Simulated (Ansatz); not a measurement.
LiH (Fm-3m), phonons: input and output

Computed with PBEsol, PAW on Ansatz 0.2.0's default frozen-core files (fitted under PBE), scalar-relativistic; not a measurement.

Cell and atoms were relaxed beforehand by PAW with this functional.

Command line:

```sh
ansatz run input.yaml --threads 1 --pin off --max-ram 3072MiB --backend cpu --events-out ev --progress --plain --runs-dir out
```

Input file:

```yaml
crystal:
  lattice:
    - [0.0, 1.99037248985, 1.99037248985]
    - [1.99037248985, 0.0, 1.99037248985]
    - [1.99037248985, 1.99037248985, 0.0]
  atoms:
    - { symbol: Li, position: [0.0, 0.0, 0.0] }
    - { symbol: H, position: [0.5, 0.5, 0.5] }
kpoints:
  mp_grid: { grid: [8, 8, 8] }
scf:
  occupations: { method: fixed }
hamiltonian:
  xc: pbesol
  pseudopotentials: { kind: paw }
phonons:
  qmesh: [2, 2, 2]
  qpath:
    path:
      - [0.0, 0.0, 0.0]
      - [0.5, 0.0, 0.5]
      - [0.625, 0.25, 0.625]
      - [0.375, 0.375, 0.75]
      - [0.0, 0.0, 0.0]
      - [0.5, 0.5, 0.5]
      - [0.5, 0.25, 0.75]
      - [0.5, 0.0, 0.5]
    npoints: 6
  temperatures: { t_min: 0, t_max: 1000, t_step: 100 }
```

Output (shortened where marked):

```
Warning: RAYON_NUM_THREADS=1 ignored (pool sized by the plan → 1); use --threads N
Engine: ansatz 0.2.0, x86_64-unknown-linux-gnu
Pseudopotentials: kind: paw
Pseudopotential: Li, paw, valence charge 3, recommended cutoff 420 eV (normal), Li.paw.azcp
Pseudopotential: H, paw, valence charge 1, recommended cutoff 420 eV (normal), H.paw.azcp
Functional definition: PBEsol
  exchange = pbesol_x
  correlation = pbesol_c
Crystal: 4 atoms, lattice volume = 31.540 Å³
Basis set: ecut = 420 eV, 633 PW (Γ), FFT grids on a1, a2, −a1+a2+a3, exchange–correlation on 40×40×54 points (8 copies of the dense FFT grid, shifted against one another)
Bands: 8, of which v1, the nominal top of the filled ones, is band 4 counted from 1 (3 counted from 0)
Symmetry: 32 space group operations
k-points: 39 of 256
Non-local potential: Li, projectors of the file, l = 0: 3, l = 1: 2, l = 2: 1
Non-local potential: H, projectors of the file, l = 0: 2, l = 1: 1
PAW form: soft (Blöchl's): semilocal exchange-correlation on the pseudo side does not see the compensation charge
PAW one-centre angular grid: Li, 110 points (default); XC on 64 Gauss nodes
[... 130 lines left out ...]
      ω (cm⁻¹)  modes    IR ((D/Å)²/amu)
        619.84      2            54.2136
       1079.61      1            27.1068
  optical modes at Γ + LO–TO along q̂ = [0.0000, 0.0000, 1.0000]:
      ω (cm⁻¹)  modes    IR ((D/Å)²/amu)
        619.84      2            54.2136
       1079.61      1            27.1068
--- Phonons (by wavevector): 3 wavevectors in 2 supercells ---
  supercell 1 (2 cells, vectors [1, 0, 0], [0, 1, -1], [0, 0, 2] in multiples of the cell's): 2 displaced members by 0.0025 Å; free energy -439.006038 eV; taken off its force constants: by the sum rule 3.6e-4, by the ...
  symmetry images taken by strict's conditions (phonons.symmetry_images: auto; settled by no image being taken that strict refuses)
  supercell 2 (2 cells, vectors [1, 0, 0], [0, 1, 0], [0, 0, 2] in multiples of the cell's): 2 displaced members by 0.0025 Å; free energy -439.006038 eV; taken off its force constants: by the sum rule 3.8e-4, by the ...
  symmetry images taken by strict's conditions (phonons.symmetry_images: auto; settled by no image being taken that strict refuses)
  q = [0.0000, 0.0000, 0.0000] (star 1, supercell 1; hermiticity 7.11e-51, symmetrization 9.33e-6): -0.00 0.00 0.00 619.84 619.84 619.84
  q = [0.0000, 0.0000, -0.5000] (star 4, supercell 2; hermiticity 1.23e-16, symmetrization 1.07e-15): 285.51 285.51 526.03 796.51 796.51 1052.74
  q = [0.0000, -0.5000, -0.5000] (star 3, supercell 1; hermiticity 1.44e-16, symmetrization 4.43e-16): 323.38 323.38 430.50 831.80 831.80 1023.06
  joined force constants: q→R imaginary residual 1.06e-17
  density of states and harmonic sums: on the 28×28×28 q-mesh, interpolated from the force constants of a 2×2×2 supercell (with the dipole–dipole term)
  largest difference from the sums on the solved wave vectors: F 3.00e-2 eV, S 6.37e-5 and C_V 3.10e-5 eV/K
```

The run converged.

### Field response

Linear response of an insulating crystal by Kohn-Sham DFT to a field and to zone-centre displacements, local fields included; Born charges neutralised; LO modes for wave vectors along x and z; Cartesian axes as in the input.

```
Dielectric electronic (x, y, z)   : 4.692, 4.692, 4.692
Highest phonon with field along x : 1080 cm⁻¹
Highest phonon with field along z : 1080 cm⁻¹
Highest phonon without field      : 619.8 cm⁻¹
```

```csv
atom,born charge xx (e),born charge yy (e),born charge zz (e)
Li1,1.017,1.017,1.017
H2,-1.017,-1.017,-1.017
```

**Zone-centre phonons**

Harmonic phonons of a crystal by Kohn-Sham DFT at the given cell, standard atomic masses, acoustic sum rule imposed; negative wavenumbers are unstable modes; optical zone-centre levels upwards with Mulliken labels, activity, and the element with most of the kinetic energy.

| Item | Value |
| --- | --- |
| Point group | m-3m |

| number | phonon wavenumber (cm⁻¹) | label | infrared | raman | lead element |
| --- | --- | --- | --- | --- | --- |
| 1 | 619.8 | T1u | yes | no | H |

**Harmonic thermodynamics**

Sums over wave vectors interpolated from the q mesh.

```json
{
 "Zero point energy": "113.2 meV/atom"
}
```

```tsv
temperature (K)	phonon heat capacity (k_B/atom)	phonon entropy (k_B/atom)	phonon free energy (meV/atom)
100	0.3225	0.1034	113
200	1.055	0.5603	110.3
300	1.62	1.101	103.1
400	2.02	1.625	91.36
500	2.287	2.107	75.25
600	2.466	2.54	55.19
700	2.588	2.93	31.59
800	2.674	3.282	4.8
900	2.736	3.601	-24.87
1000	2.783	3.891	-57.17
```

Limits of these numbers: frozen-core PAW files fitted under PBE, their cores solved anew for the functional of the run; no LO-TO term at the zone centre; coarse q mesh.

It took 15 s on 1 thread of Intel(R) Xeon(R) Platinum 8259CL CPU @ 2.50GHz (Skylake/Cascade Lake), with other jobs on the host, peak memory 0.47 GiB.
